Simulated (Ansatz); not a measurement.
# Ge (Fd-3m) in Ansatz: notebook

One crystal, Ge, is run at these levels: PBE; tasks: single point.

Everything below comes from runs of Ansatz 0.2.0. Logs are shortened: lines on timing, memory, paths and dates and some standing lists are left out, and cuts for length are marked.

**The experiment to reproduce.**

From “Temperature-dependent photoluminescence in Ge: experiment and theory”, 2020, arxiv:2003.00143, for a bulk crystal of Ge at 0 K: band gap 0.744 eV (indirect).

“Electronic and optical properties of SixGe1-x-ySny alloys lattice-matched to Ge”, 2021, arxiv:2109.02782 reports, for a bulk crystal of Ge at 293 K: band gap 0.666 eV (indirect).

How close the calculation comes is told below.

## (1) The structure

Symmetry: Fd-3m, No. 227, cubic system. The conventional cell has a = 5.658 Å, b = 5.658 Å, c = 5.658 Å, α = 90.00°, β = 90.00°, γ = 90.00°. Ge (site symmetry -43m) has 4 Ge at 2.45 Å as nearest neighbours.

## (2) Single point, PBE

input.yaml

```yaml
crystal:
  lattice:
    - [0.0, 2.82891, 2.82891]
    - [2.82891, 0.0, 2.82891]
    - [2.82891, 2.82891, 0.0]
  atoms:
    - { symbol: Ge, position: [0.75, 0.75, 0.75] }
    - { symbol: Ge, position: [0.5, 0.5, 0.5] }
hamiltonian:
  xc: pbe
  pseudopotentials: { kind: paw }
kpoints:
  mp_grid: { grid: [8, 8, 8] }
scf:
  occupations: { method: gaussian, width: 0.015 }
output:
  forces: true
  stress: true
  eigenvalues: true
  write_density: true
  write_potential: true
  elf: true
  volumetric_format: npy
```

Potentials or basis: Ansatz PAW.

Launch:

```sh
$ ansatz run input.yaml --threads 2 --pin off --max-ram 5632MiB --backend cpu --events-out ev --progress --plain --runs-dir out
```

What it wrote:

```text
Warning: RAYON_NUM_THREADS=2 ignored (pool sized by the plan → 2); use --threads N
Engine: ansatz 0.2.0, x86_64-unknown-linux-gnu
Pseudopotentials: kind: paw
Pseudopotential: Ge, paw, valence charge 14, recommended cutoff 420 eV (normal), Ge.paw.azcp
Functional definition: PBE
  parameter kappa = 0.804
  parameter beta = 0.06672455060314922
  exchange = pbe_x(kappa = kappa, mu = beta*pi^2/3)
  correlation = pbe_c(beta = beta)
Crystal: 2 atoms, lattice volume = 45.278 Å³
Basis set: ecut = 420 eV, 893 PW (Γ), exchange–correlation on 54×54×54 points (8 copies of the dense FFT grid, shifted against one another)
Bands: 18, of which v1, the nominal top of the filled ones, is band 14 counted from 1 (13 counted from 0)
Symmetry: 48 space group operations
Space group: Fd-3m (ITA 227), of the structure as read, at distance tolerance 3.6e-5 Å
k-points: 29 of 512
Non-local potential: Ge, projectors of the file, l = 0: 2, l = 1: 2, l = 2: 3, l = 3: 1
PAW form: soft (Blöchl's): semilocal exchange-correlation on the pseudo side does not see the compensation charge
PAW one-centre angular grid: Ge, 590 points (default); XC on 64 Gauss nodes
Initial density: superposition of atomic densities (neutral atoms: chi_scale 0, normalization atom), corrected by the library's trained network
Initial wavefunctions: pseudopotential atomic-orbital guess
Functional: x = pbe(κ = 0.804, μ = 0.2195149727645171), c = pbe(β = 0.06672455060314922)
SCF iter   1: F=—  HF=-8589.930014 eV  |F-HF|=—  |Δ(HF+E_count)|=         —  Δρ=1.25e-3  dr2=7.04e-4  ethr=1.77e-3  ⟨swp⟩=6.0  Hψ=2449  notcnv=0
preconditioner: auto → none  [insulator: Δε(μ)=0.032 eV  Ē_g=23.456 eV  σ=0.015 eV  W_gap=0.86  n_scr=14 (ndim 8)  ℏωp=29.2 eV  f_vac=0.074  D(μ)=0.15/eV (n_scr^D=0)  ε∞_Penn≈2.5]
SCF iter   2: F=—  HF=-8589.929729 eV  |F-HF|=—  |Δ(HF+E_count)|=   2.85e-4  Δρ=7.42e-4  dr2=1.48e-4  ethr=2.52e-6  ⟨swp⟩=2.0  Hψ=1257  notcnv=0
SCF iter   3: F=—  HF=-8589.929715 eV  |F-HF|=—  |Δ(HF+E_count)|=   1.33e-5  Δρ=2.73e-4  dr2=2.23e-5  ethr=5.29e-7  ⟨swp⟩=2.0  Hψ=932  notcnv=0
SCF iter   4: F=—  HF=-8589.929758 eV  |F-HF|=—  |Δ(HF+E_count)|=   4.23e-5  Δρ=9.73e-5  dr2=3.92e-6  ethr=7.96e-8  ⟨swp⟩=2.0  Hψ=638  notcnv=0
SCF iter   5: F=—  HF=-8589.929764 eV  |F-HF|=—  |Δ(HF+E_count)|=   5.86e-6  Δρ=2.52e-5  dr2=2.07e-7  ethr=1.40e-8  ⟨swp⟩=3.0  Hψ=929  notcnv=0
SCF iter   6: F=-8589.929764 eV  HF=-8589.929764 eV  |F-HF|=1.36e-8  |Δ(HF+E_count)|=   1.44e-9  Δρ=5.91e-6  dr2=7.97e-9  ethr=3.57e-10  ⟨swp⟩=8.3  Hψ=3611  notcnv=0
SCF 1 converged in 6 iterations: F = -8589.929764 eV  dr2 = 7.97e-9
SCF converged after 6 iterations
Free energy (F): -8589.929764 eV
Harris-Foulkes:  -8589.929764 eV  (|F-HF|=1.36e-8)
Internal energy: -8589.929743 eV  (E = F + TS)
E sigma→0 (E₀):  -8589.929753 eV
Entropy (-TS):   -0.000021 eV (-0.010 meV/atom)
Fermi energy:    8.596430 eV
--- Per-component energies (eV) ---
  E_band       = -298.298543
  E_kinetic    = 223.238044
  E_local      = -4941.036111  (includes V_loc(G=0)·N_el)
  E_nonlocal   = 837.285441
  E_hartree    = 2168.916728
  E_xc         = -151.285574
  E_vxc        = -129.422155  (∫ρ·V_xc dr)
  E_paw        = -4039.914280  (= ΣΔE_a)
  E_vpaw       = -626.192758  (= ΣTr[D̂ρ^β])
  E_aug_tail   = 0.000717  (compensation charges beyond the density's cutoff)
  E_ewald      = -2687.134708
  E_smearing   = -0.000021  (= −TS)
  E_closure    = -0.000000  (closes the sum)
  Σ components = -8589.929764   (vs F -8589.929764, Δ=0.00e0)
--- Forces (eV/Å), atoms counted from 1 ---
  atom   1  Ge    -0.00000000     0.00000000     0.00000000
  atom   2  Ge    -0.00000000     0.00000000     0.00000000
  max |Σ_I F_I| component: 3.70e-17 eV/Å
--- Stress (GPa, compression-positive) ---
        3.566476      -0.000000      -0.000000
       -0.000000       3.566476      -0.000000
        0.000000       0.000000       3.566476
  P = ⅓ Tr σ = 3.5665 GPa (35.665 kbar)
--- Band table (eV; the first three rows and the last of 29) ---
  k-point 0: bands = ["-16.2239", "-16.2239", "-16.2239", "-16.1884", "-16.1884", "-15.9767", "-15.9767", "-15.9767", "-15.9638", "-15.9638", "-4.1953", "8.5785", "8.5785", "8.5785", "8.6081", "11.1269", "11.1269", "11.1269"]
  k-point 1: bands = ["-16.2321", "-16.2321", "-16.2214", "-16.1769", "-16.1769", "-15.9889", "-15.9889", "-15.9797", "-15.9534", "-15.9534", "-4.0050", "6.2234", "8.2432", "8.2432", "9.6156", "11.5752", "11.5752", "12.0647"]
  k-point 2: bands = ["-16.2422", "-16.2422", "-16.2153", "-16.1597", "-16.1597", "-16.0028", "-16.0028", "-15.9869", "-15.9430", "-15.9430", "-3.4527", "3.8617", "7.6956", "7.6956", "9.2481", "12.2065", "12.2065", "14.2110"]
  k-point 28: bands = ["-16.2717", "-16.2717", "-16.1299", "-16.1299", "-16.0811", "-16.0811", "-16.0488", "-16.0488", "-15.9099", "-15.9099", "-0.2102", "-0.2102", "4.6755", "4.6755", "12.8991", "12.8991", "13.2926", "13.2926"]
```

Run time: 2.5 s. Hardware: 2 threads of Intel Xeon at 2.50GHz (Skylake/Cascade Lake), shared host; peak memory 0.33 GiB.

What came out:

| Property | Result |
| --- | --- |
| Free energy | -8589.9298 eV |
| Pressure | 3.6 GPa |
| Band gap on the k mesh | 0.03 eV, direct |

## (3) Single point, PBE

input.yaml, as its differences from that of step 2:

```diff
@@ -14,3 +14,3 @@
 scf:
-  occupations: { method: gaussian, width: 0.015 }
+  occupations: { method: gaussian, width: 0.016 }
 output:
```

Potentials or basis: Ansatz PAW.

Launch:

```sh
$ ansatz run input.yaml --threads 2 --pin off --max-ram 5632MiB --backend cpu --events-out ev --progress --plain --runs-dir out
```

It took 2.8 s on 2 threads of Intel Xeon at 2.50GHz (Skylake/Cascade Lake), shared host; peak memory 0.33 GiB.

The run converged. Its results:

```
Free energy            : -8589.9298 eV
Pressure               : 3.6 GPa
Band gap on the k mesh : 0.03 eV, direct
```

Levels at points of the mesh, in eV from the valence-band top:
| k point | band 10 | band 11 | band 12 | band 13 | band 14 | band 15 | band 16 | band 17 | band 18 |
| --- | --- | --- | --- | --- | --- | --- | --- | --- | --- |
| (0.00, 0.00, 0.00) | -24.54 | -12.77 | 0.00 | 0.00 | 0.00 | 0.03 | 2.55 | 2.55 | 2.55 |
| (0.00, 0.00, -0.50) | -24.51 | -10.68 | -7.60 | -1.41 | -1.41 | 0.18 | 3.74 | 3.74 | 7.13 |
| (0.00, -0.50, -0.50) | -24.50 | -8.89 | -8.89 | -3.07 | -3.07 | 0.75 | 0.75 | 9.51 | 9.51 |

## (4) Comparison with measurements

Step 2. A measured gap of Ge is 0.744 eV (indirect; 0 K; “Temperature-dependent photoluminescence in Ge: experiment and theory”, 2020, arxiv:2003.00143); the calculated 0.03 eV misses it by -0.71 eV. 3 values of this kind are on record (0.666 to 0.807 eV); this one was drawn at random among those near their median. Spin-orbit coupling on Ge is left out. The value is that of PBE on a finite k mesh, which can miss the band edges, without temperature or zero-point motion. Semilocal functionals fall short of measured gaps as a rule.

Step 3. A measured gap of Ge is 0.666 eV (indirect; 293 K; “Electronic and optical properties of SixGe1-x-ySny alloys lattice-matched to Ge”, 2021, arxiv:2109.02782); the calculated 0.03 eV misses it by -0.64 eV. 3 values of this kind are on record (0.666 to 0.807 eV); this one was drawn at random among those near their median. Spin-orbit coupling on Ge is left out. The value is that of PBE on a finite k mesh, which can miss the band edges, without temperature or zero-point motion. Semilocal functionals fall short of measured gaps as a rule.
